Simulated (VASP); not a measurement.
# PtS2 (P-3m1) in VASP: settings compared

The runs below take PtS2 through relaxation of cell and atoms, with vdW-DF2, vdW-DF, optB88-vdW.

Everything below comes from runs of VASP 6.6.1. Logs are shortened: lines on timing, memory, paths and dates and some standing lists are left out, and cuts for length are marked.

### 1 The structure

The structure is trigonal, space group P-3m1 (No. 164). The conventional cell has a = 3.543 Å, b = 3.543 Å, c = 5.039 Å, α = 90.00°, β = 90.00°, γ = 120.00°. Pt (site symmetry -3m) has 6 S at 2.34 Å as nearest neighbours. Around S (site symmetry 3m) lie 3 Pt at 2.34 Å.

### 2 Relaxation of cell and atoms, vdW-DF2

INCAR reads:

```
SYSTEM = PtS2
AGGAC    = 0.0          
ALGO     = Normal         ! electronic algorithm
EDIFF    = 1E-7           ! SCF threshold, eV
EDIFFG   = -0.01          ! ionic threshold
ENCUT    = 600            ! plane-wave cutoff, eV
GGA      = ML             ! functional
IBRION   = 2              ! ionic algorithm
ISIF     = 3              ! what is computed and relaxed
ISMEAR   = -1             ! smearing method
LASPH    = .True.         ! aspherical terms in the spheres
LCHARG   = .False.        ! write CHGCAR
LREAL    = .False.        ! projectors in reciprocal space
LUSE_VDW = .True.       
LWAVE    = .False.        ! write WAVECAR
NELM     = 80             ! most SCF steps
NSW      = 60             ! ionic steps
PREC     = Accurate       ! precision mode
SIGMA    = 0.05           ! smearing width, eV
ZAB_VDW  = -1.8867
```

KPOINTS reads:

```
k-points
0
Gamma
  9 9 5
  0 0 0
```

POSCAR reads:

```
PtS2
1.0
    3.5432000000      0.0000000000      0.0000000000
   -1.7716000000      3.0685012107      0.0000000000
    0.0000000000      0.0000000000      5.0388000000
Pt S
1 2
Direct
    0.0000000000      0.0000000000      0.0000000000
    0.6666666667      0.3333333333      0.7730000000
    0.3333333333      0.6666666667      0.2270000000
```

Potentials or basis: VASP PAW PBE potentials, release 64 (Pt, S).

Run with:

```console
$ cat potpaw_PBE.64/Pt/POTCAR potpaw_PBE.64/S/POTCAR > POTCAR
$ mpirun -np 1 vasp_std > vasp.out
```

OUTCAR:

```text
SYSTEM = PtS2
   EDIFF = 1E-7
   EDIFFG = -0.01
   ENCUT = 600
   GGA = ML
   IBRION = 2
   ISIF = 3
   ISMEAR = -1
   LASPH = .True.
   LREAL = .False.
   NELM = 80
   NSW = 60
   PREC = Accurate

 ion  position               nearest neighbor table
   1  0.000  0.000  0.000-   2 2.34   3 2.34   2 2.34   3 2.34   2 2.34   3 2.34
   2  0.667  0.333  0.773-   1 2.34   1 2.34   1 2.34
   3  0.333  0.667  0.227-   1 2.34   1 2.34   1 2.34

  LATTYP: Found a hexagonal cell.
 ALAT       =     3.5432000000
 C/A-ratio  =     1.4221043125

  Lattice vectors:

 A1 = (   3.5432000000,   0.0000000000,   0.0000000000)
 A2 = (  -1.7716000000,   3.0685012107,   0.0000000000)
 A3 = (   0.0000000000,   0.0000000000,   5.0388000000)

Analysis of symmetry for initial positions (statically):
=====================================================================
 Subroutine PRICEL returns:
 Original cell was already a primitive cell.

 Routine SETGRP: Setting up the symmetry group for a
 hexagonal supercell.

 Subroutine GETGRP returns: Found 12 space group operations
 (whereof 12 operations were pure point group operations)
 out of a pool of 24 trial point group operations.

The static configuration has the point symmetry D_3d.

Analysis of symmetry for dynamics (positions and initial velocities):
=====================================================================
 Subroutine PRICEL returns:
 Original cell was already a primitive cell.

 Routine SETGRP: Setting up the symmetry group for a
 hexagonal supercell.

 Subroutine GETGRP returns: Found 12 space group operations
 (whereof 12 operations were pure point group operations)
 out of a pool of 24 trial point group operations.

The dynamic configuration has the point symmetry D_3d.

 Subroutine INISYM returns: Found 12 space group operations
 (whereof 12 operations are pure point group operations),
 and found     1 'primitive' translations

----------------------------------------------------------------------------------------

                                     Primitive cell

  volume of cell :      54.7834

  direct lattice vectors                    reciprocal lattice vectors
     3.543200000  0.000000000  0.000000000     0.282230752  0.162946001  0.000000000
    -1.771600000  3.068501211  0.000000000     0.000000000  0.325892001  0.000000000
     0.000000000  0.000000000  5.038800000     0.000000000  0.000000000  0.198459951

  length of vectors
     3.543200000  3.543200000  5.038800000     0.325892001  0.325892001  0.198459951

  position of ions in fractional coordinates (direct lattice)
     0.000000000  0.000000000  0.000000000
     0.666666667  0.333333333  0.773000000
     0.333333333  0.666666667  0.227000000

  ion indices of the primitive-cell ions
   primitive index   ion index
                 1           1
                 2           2
                 3           3

----------------------------------------------------------------------------------------

 KPOINTS: k-points

Automatic generation of k-mesh.
 Grid dimensions read from file:
 generate k-points for:    9    9    5

 Generating k-lattice:

  Cartesian coordinates                     Fractional coordinates (reciprocal lattice)
     0.031358972  0.018105111  0.000000000     0.111111111  0.000000000  0.000000000
     0.000000000  0.036210222  0.000000000     0.000000000  0.111111111  0.000000000
     0.000000000  0.000000000  0.039691990     0.000000000  0.000000000  0.200000000

  Length of vectors
     0.036210222  0.036210222  0.039691990

  Shift w.r.t. Gamma in fractional coordinates (k-lattice)
     0.000000000  0.000000000  0.000000000

 Subroutine IBZKPT returns following result:
 ===========================================

 Found     50 irreducible k-points:

 Following reciprocal coordinates:
            Coordinates               Weight
  0.000000  0.000000  0.000000      1.000000
  0.111111 -0.000000  0.000000      6.000000
  0.222222  0.000000  0.000000      6.000000
  0.333333  0.000000  0.000000      6.000000
  0.444444  0.000000  0.000000      6.000000
  0.111111  0.111111  0.000000      6.000000
[... 16 lines left out ...]
  0.222222  0.111111  0.200000     12.000000
 -0.111111  0.333333  0.200000     12.000000
 [... further k-points ...]
   k-points           NKPTS =     50   k-points in BZ     NKDIM =     50   number of bands    NBANDS=     15
   number of dos      NEDOS =    301   number of ions     NIONS =      3
   total plane-waves  NPLWV =  31360
   dimension x,y,z NGX =    28 NGY =   28 NGZ =   40
   dimension x,y,z NGXF=    56 NGYF=   56 NGZF=   80
   ions per type =               1   2
   NGX,Y,Z   is equivalent  to a cutoff of  13.14, 13.14, 13.20 a.u.
   NGXF,Y,Z  is equivalent  to a cutoff of  26.28, 26.28, 26.39 a.u.
 SYSTEM =  PtS2
   PREC   = accura    normal or accurate (medium, high low for compatibility)
   ISTART =      0    job   : 0-new  1-cont  2-samecut
   ICHARG =      2    charge: 1-file 2-atom 10-const
   ISPIN  =      1    spin polarized calculation?
   LNONCOLLINEAR =      F non collinear calculations
   LSORBIT =      F    spin-orbit coupling
   LASPH  =      T    aspherical Exc in radial PAW
   ENCUT  =  600.0 eV  44.10 Ry    6.64 a.u.   7.08  7.08 10.06*2*pi/ulx,y,z
   NELM   =     80;   NELMIN=  2; NELMDL= -5     # of ELM steps
   EDIFF  = 0.1E-06   stopping-criterion for ELM
   LREAL  =      F    real-space projection
   EDIFFG = -.1E-01   stopping-criterion for IOM
   NSW    =     60    number of steps for IOM
   IBRION =      2    ionic relax: 0-MD 1-quasi-New 2-CG
   NFREE  =      1    steps in history (QN), initial steepest desc. (CG)
   ISIF   =      3    stress and relaxation
   ISYM   =      2    0-nonsym 1-usesym 2-fastsym
   POTIM  = 0.5000    time-step for ionic-motion
   TEBEG  =    0.0;   TEEND  =   0.0 temperature during run
   PSTRESS=    0.0 pullay stress
   NELECT =      22.0000    total number of electrons
   NUPDOWN=      -1.0000    fix difference up-down
   EMIN   =  10.00;   EMAX   =-10.00  energy-range for DOS
   EFERMI =   0.00;   METHOD = LEGACY
   ISMEAR =    -1;   SIGMA  =   0.05  broadening in eV -4-tet -1-fermi 0-gaus
   EFERMI_NEDOS =   21; number of points for ismear=-14 and -15
   IALGO  =     38    algorithm
   IMIX   =      4    mixing-type and parameters
     AMIX     =   0.40;   BMIX     =  1.00
     AMIX_MAG =   1.60;   BMIX_MAG =  1.00
  volume/ion in A,a.u.               =      18.26       123.23
  Fermi-wavevector in a.u.,A,eV,Ry     =   1.207812  2.282434 19.848315  1.458810
  Thomas-Fermi vector in A             =   2.343439
   LORBIT       =      0    0 simple, 1 ext, 2 COOP (PROOUT), +10 PAW based schemes
   GGA     = ML    functional components
   LHFCALC =     F    Hartree Fock is set to
   AEXX    =    0.0000 exact exchange contribution
   IVDW_NL    =     1    kernel type
   BPARAM     = 6.3000
   IVDW    =     0    specifies the selected vdW correction
   LEPSILON=     F    determine dielectric tensor
   LRPA    =     F    only Hartree local field effects (RPA)
 conjugate gradient relaxation of ions
 non-spin polarized calculation
  energy-cutoff  :      600.00
  volume of cell :       54.78
 maximum number of plane-waves:      1863
   NGX = 15   NGY = 15   NGZ = 21

--------------------------------------- Ionic step        1  -------------------------------------------

 number of electron      22.0000000 magnetization

 Free energy of the ion-electron system (eV)
  ---------------------------------------------------
  ext. energy  EPLUGINS =         0.00000000
  ---------------------------------------------------
  free energy    TOTEN  =        -7.76120021 eV

  energy without entropy =       -7.76119763  energy(sigma->0) =       -7.76119892

 E-fermi :   7.2305     XC(G=0): -10.4093

 val. band max:        6.7220937620   @ k =   0.0000   0.2222   0.2000
 cond. band min:       7.7778219885   @ k =   0.0000   0.3333   0.2000
 fundamental gap:      1.0557282265
 Fermi energy:         7.2304729542

 k-point     1 :       0.0000    0.0000    0.0000
  band No.  band energies     occupation
      1      -8.7267      2.00000
      2      -5.6135      2.00000
      3      -0.1624      2.00000
      4      -0.1624      2.00000
      5      -0.0577      2.00000
      6       2.8477      2.00000
      7       2.8477      2.00000
      8       4.9881      2.00000
      9       5.6122      2.00000
     10       5.6122      2.00000
     11       6.6115      1.99999
     12       9.2077      0.00000
[... 966 lines left out ...]
  FREE ENERGIE OF THE ION-ELECTRON SYSTEM (eV)
  ---------------------------------------------------
  free  energy   TOTEN  =        -8.3523213517 eV

  energy  without entropy=       -8.3522610175  energy(sigma->0) =       -8.35229118

Total vdW correction in eV:      3.1965934

[... ionic steps 4 to 10 ...]

--------------------------------------- Ionic step       11  -------------------------------------------

 number of electron      22.0000001 magnetization

------------------------ aborting loop because EDIFF is reached ----------------------------------------

  FORCE on cell =-STRESS in cart. coord.  units (eV):
  Direction    XX          YY          ZZ          XY          YZ          ZX
  --------------------------------------------------------------------------------------
  -------------------------------------------------------------------------------------
  Total        0.0941217      0.0941217      0.0725018     -0.0000000      0.0000000      0.0000000
  in kB        2.3704310      2.3704310      1.8259394     -0.0000000      0.0000000      0.0000000
  external PRESSURE =       2.1889338 kB  Pullay stress =       0.0000000 kB
[... 63 lines left out ...]
Total vdW correction in eV:      3.2231057

--------------------------------------- Ionic step       13  -------------------------------------------

 number of electron      22.0000001 magnetization

 Free energy of the ion-electron system (eV)
  ---------------------------------------------------
  ext. energy  EPLUGINS =         0.00000000
  ---------------------------------------------------
  free energy    TOTEN  =        -8.36953389 eV

  energy without entropy =       -8.36952412  energy(sigma->0) =       -8.36952900

 E-fermi :   5.0189     XC(G=0):  -9.7716

 val. band max:        4.5912942839   @ k =   0.0000   0.0000   0.0000
 cond. band min:       5.5027469857   @ k =   0.0000   0.2222   0.4000
 fundamental gap:      0.9114527017
 Fermi energy:         5.0188569844

 k-point     1 :       0.0000    0.0000    0.0000
  band No.  band energies     occupation
      1      -9.3861      2.00000
      2      -7.3461      2.00000
      3      -1.0291      2.00000
      4      -0.7355      2.00000
      5      -0.7355      2.00000
      6       1.6211      2.00000
      7       1.6211      2.00000
      8       3.0100      2.00000
      9       3.8533      2.00000
     10       3.8533      2.00000
     11       4.5913      1.99961
     12       6.6635      0.00000
[... 447 lines left out ...]
  FREE ENERGIE OF THE ION-ELECTRON SYSTEM (eV)
  ---------------------------------------------------
  free  energy   TOTEN  =        -8.3695338927 eV

  energy  without entropy=       -8.3695241162  energy(sigma->0) =       -8.36952900

Total vdW correction in eV:      3.2050936

 reached required accuracy - stopping structural energy minimisation
```

It took 11 min on 1 thread of Intel Xeon Platinum 8488C (Sapphire Rapids), shared host; peak memory 0.42 GiB.

Results:

* Free energy: -8.3695 eV
* Relaxed volume: 21.26 Å³/atom
* Relaxed cell: a = 3.673 Å, b = 3.673 Å, c = 5.458 Å, α = 90.00°, β = 90.00°, γ = 120.00°
* Space group after relaxing (to 0.05 Å): P-3m1 (No. 164)
* Energy gained by relaxing: 202.8 meV/atom
* Ionic steps: 13
* Pressure after relaxing: 0.0 GPa
* Band gap on the k mesh: 0.91 eV, indirect (least direct gap 1.04 eV)

The path:
| step | energy change (eV) | largest force (eV/Å) | pressure (GPa) | volume (Å³) |
| --- | --- | --- | --- | --- |
| 1 | 0.0000 | 2.4395 | 22.58 | 54.78 |
| 2 | 0.4089 | 1.5799 | -14.02 | 77.81 |
| 3 | -0.5911 | 0.0223 | -1.23 | 63.17 |
| 4 | -0.5936 | 0.1138 | -0.39 | 62.70 |
| 5 | -0.5938 | 0.1469 | -0.09 | 62.53 |
| 6 | -0.6017 | 0.0532 | -0.01 | 62.49 |
| 7 | -0.6053 | 0.0680 | 0.10 | 62.43 |
| 8 | -0.6053 | 0.0634 | 0.09 | 62.43 |
| 9 | -0.6059 | 0.0551 | 0.10 | 62.55 |
| 10 | -0.6072 | 0.0293 | 0.13 | 62.91 |
| 11 | -0.6082 | 0.0229 | 0.22 | 63.62 |
| 12 | -0.6067 | 0.0850 | -0.87 | 64.47 |
| 13 | -0.6083 | 0.0020 | 0.01 | 63.78 |

Final structure:
```
CELL_PARAMETERS angstrom
3.67327 0.00000 0.00000
-1.83663 3.18114 0.00000
0.00000 0.00000 5.45813
ATOMIC_POSITIONS crystal
Pt 0.00000 0.00000 0.00000
S 0.66667 0.33333 0.76607
S 0.33333 0.66667 0.23393
```

Caveat: the volume moved by over 15 % at a fixed basis, so the end points are rough; the PAW data sets were made with another functional, which shifts forces and pressure a little; spin-orbit coupling is left out, which moves the levels of the heavy elements; an odd mesh through Γ misses points on the zone boundary, where band edges often lie; the volume moved by +16 % from the deposited cell, more than functionals usually miss. Zero-point motion and thermal expansion aren't in these numbers.

### 3 Relaxation of cell and atoms, vdW-DF

INCAR reads:

```
SYSTEM = PtS2
PREC     = Accurate       ! precision mode
ENCUT    = 600            ! plane-wave cutoff, eV
EDIFF    = 1E-6           ! SCF threshold, eV
ISMEAR   = -1             ! smearing method
SIGMA    = 0.05           ! smearing width, eV
LREAL    = .FALSE.        ! projectors in reciprocal space
LASPH    = .TRUE.         ! aspherical terms in the spheres
NELM     = 80             ! most SCF steps
ALGO     = Fast           ! electronic algorithm
ISIF     = 3              ! what is computed and relaxed
LWAVE    = .FALSE.        ! write WAVECAR
LCHARG   = .FALSE.        ! write CHGCAR
GGA      = RE             ! functional
LUSE_VDW = .TRUE.       
AGGAC    = 0.0          
IBRION   = 2              ! ionic algorithm
NSW      = 40             ! ionic steps
EDIFFG   = -0.02          ! ionic threshold
```

KPOINTS reads:

```
regular mesh
0
G
  9 9 5
  0 0 0
```

POSCAR is that of step 2.

Potentials or basis: VASP PAW PBE potentials, release 64 (Pt, S).

Run with:

```console
$ cat potpaw_PBE.64/Pt/POTCAR potpaw_PBE.64/S/POTCAR > POTCAR
$ mpirun -np 1 vasp_std > vasp.out
```

It took 14 min on 1 thread of Intel Xeon Platinum 8488C (Sapphire Rapids), shared host; peak memory 0.41 GiB.

It converged, with:

* Free energy: -8.1236 eV
* Relaxed volume: 21.44 Å³/atom
* Relaxed cell: a = 3.622 Å, b = 3.622 Å, c = 5.662 Å, α = 90.00°, β = 90.00°, γ = 120.00°
* Space group after relaxing (to 0.05 Å): P-3m1 (No. 164)
* Energy gained by relaxing: 125.6 meV/atom
* Ionic steps: 19
* Pressure after relaxing: -0.1 GPa
* Largest force after relaxing: 0.004 eV/Å
* Band gap on the k mesh: 1.17 eV, indirect (least direct gap 1.24 eV)

Forces on the atoms (eV/Å):
```
Pt   0.000  0.000  0.000
S    0.000  0.000 -0.004
S    0.000  0.000  0.004
```

The path:
```csv
step,energy change (eV),largest force (eV/Å),pressure (GPa),volume (Å³)
1,0.0000,1.8796,17.37,54.78
2,0.3766,1.6009,-13.98,72.02
3,-0.3456,0.0044,-0.65,60.90
4,-0.3465,0.0633,-0.31,60.65
5,-0.3466,0.1055,0.07,60.47
6,-0.3567,0.0090,0.16,60.54
7,-0.3625,0.1316,0.28,60.62
8,-0.3650,0.1314,0.09,60.98
9,-0.3706,0.1341,-0.40,62.08
10,-0.3737,0.1369,-1.18,64.29
11,-0.3746,0.1139,-1.00,64.34
12,-0.3763,0.0360,-0.45,64.47
13,-0.3747,0.1216,0.69,64.71
14,-0.3765,0.0067,-0.15,64.53
15,-0.3765,0.0044,-0.20,64.53
16,-0.3765,0.0135,-0.31,64.50
17,-0.3765,0.0014,-0.20,64.52
18,-0.3766,0.0024,-0.18,64.47
19,-0.3767,0.0043,-0.10,64.32
```

Final structure:
```cif
data_structure
_symmetry_space_group_name_H-M 'P 1'
_symmetry_Int_Tables_number 1
_cell_length_a 3.6217
_cell_length_b 3.6217
_cell_length_c 5.6622
_cell_angle_alpha 90.000
_cell_angle_beta 90.000
_cell_angle_gamma 120.000
_cell_volume 64.32
loop_
_atom_site_label
_atom_site_type_symbol
_atom_site_fract_x
_atom_site_fract_y
_atom_site_fract_z
_atom_site_occupancy
Pt1 Pt 0.00000 0.00000 0.00000 1
S1 S 0.66667 0.33333 0.77804 1
S2 S 0.33333 0.66667 0.22196 1
```

Levels at points of the mesh, in eV from the valence-band top:
```csv
k point,band 7,band 8,band 9,band 10,band 11,band 12,band 13,band 14,band 15
"(0.00, 0.00, 0.00)",-3.01,-1.43,-0.61,-0.61,-0.09,2.47,2.47,5.24,5.72
```

Caveat: the volume moved by over 15 % at a fixed basis, so the end points are rough; the PAW data sets were made with another functional, which shifts forces and pressure a little; spin-orbit coupling is left out, which moves the levels of the heavy elements; an odd mesh through Γ misses points on the zone boundary, where band edges often lie; the volume moved by +17 % from the deposited cell, more than functionals usually miss.

[end of part 1 of 2]
